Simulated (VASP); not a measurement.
# GaN, energy along a vibration (SMASS = -2): which settings are enough?

GaN, Fm-3m (no. 225), atoms displaced along the mode, 2 atoms in the cell. R2SCAN, energy along a line of displacements; PAW potentials Ga, N (PBE set). VASP 6.6.1.

Wanted: harmonic frequency within 1 %.

Space group without the displacement: Fm-3m (no. 225); Mode: optical mode at Gamma along x.

POSCAR of the starting run:
```
GaN
1.0
    0.0000000000      2.1352350000      2.1352350000
    2.1352350000      0.0000000000      2.1352350000
    2.1352350000      2.1352350000      0.0000000000
Ga N
1 1
Direct
    0.0031338510     -0.0031338510     -0.0031338510
    0.4844005500      0.5155994500      0.5155994500

    0.0033457542   0.0000000000   0.0000000000
   -0.0166542458   0.0000000000   0.0000000000
```

The series start from k mesh: 6 × 6 × 6; Cutoff (eV): 520; Step along the mode (Å): 0.02; Electronic threshold (eV): 1e-7. Each series keeps the choices made before it, and each single choice may use up half of a tolerance.

## k mesh

| k mesh | Harmonic frequency (THz) | Time (s) |
|---|---|---|
| 3 × 3 × 3 | 5.714 | 70 |
| 4 × 4 × 4 | 6.431 | 90 |
| 5 × 5 × 5 | 6.754 | 98 |
| 6 × 6 × 6 | 6.867 | 138 |
| 8 × 8 × 8 | 6.921 | 287 |
| 10 × 10 × 10 (reference) | 6.929 | 519 |

Chosen: 8 × 8 × 8, the loosest value from which every tighter one stays within half of the tolerance.

## Cutoff (eV)

| Cutoff (eV) | Harmonic frequency (THz) | Time (s) |
|---|---|---|
| 280 | 7.38 | 120 |
| 340 | 7.078 | 220 |
| 400 | 6.891 | 262 |
| 460 | 6.906 | 225 |
| 520 | 6.921 | 287 |
| 600 (reference) | 6.918 | 236 |

Chosen: 400.

## Electronic threshold (eV)

| Electronic threshold (eV) | Harmonic frequency (THz) | Time (s) |
|---|---|---|
| 0.001 | 6.91 | 181 |
| 0.0001 | 6.875 | 191 |
| 1e-5 | 6.876 | 236 |
| 1e-6 | 6.876 | 249 |
| 1e-7 | 6.876 | 301 |
| 1e-8 (reference) | 6.876 | 288 |

Chosen: 0.001.

Also changed on the way, by series that aren't shown: Step along the mode (Å): 0.08.

## All choices together

| Input | Harmonic frequency (THz) | Time (s) |
|---|---|---|
| defaults on a coarse mesh (naive) | 6.915 | 12 |
| chosen settings | 6.91 | 181 |
| reference settings throughout | 6.919 | 497 |

The tolerance is met.

## The input

INCAR:
```
METAGGA = R2SCAN
LMIXTAU = True
PREC = Accurate
ENCUT = 400
EDIFF = 0.001
ALGO = Normal
LREAL = False
LASPH = True
ISMEAR = 0
SIGMA = 0.03
ISYM = 0
LWAVE = False
LCHARG = False
IBRION = 0
SMASS = -2
POTIM = 1
NSW = 9
NELMIN = 4
IWAVPR = 11
KPAR = 2
```

KPOINTS:
```
Automatic mesh
0
Gamma
  8 8 8
  0 0 0
```

POSCAR:
```
GaN
1.0
    0.0000000000      2.1352350000      2.1352350000
    2.1352350000      0.0000000000      2.1352350000
    2.1352350000      2.1352350000      0.0000000000
Ga N
1 1
Direct
    0.0125354041     -0.0125354041     -0.0125354041
    0.4376022001      0.5623977999      0.5623977999

    0.0133830168   0.0000000000   0.0000000000
   -0.0666169832   0.0000000000   0.0000000000
```

Commands:
```
cat potpaw_PBE.64/Ga/POTCAR potpaw_PBE.64/N/POTCAR > POTCAR
mpirun -np 2 vasp_std > vasp.out
```

The naive input happens to agree within the tolerance here, in 12 s.

Limits: NELMIN = 4 forces that many electronic steps, so a loose EDIFF looks better here than it is.

The chosen input took VASP 6.6.1 181 s on 2 cores (Intel Xeon Platinum 8488C (Sapphire Rapids)), a shared host.

## An input that fails: POTIM multiplies the typed steps tenfold

It runs to its end, but against the unchanged starting input it is off by 7069 % in the harmonic frequency.

Changes against the starting input:
```
- POTIM = 1
+ POTIM = 10
```
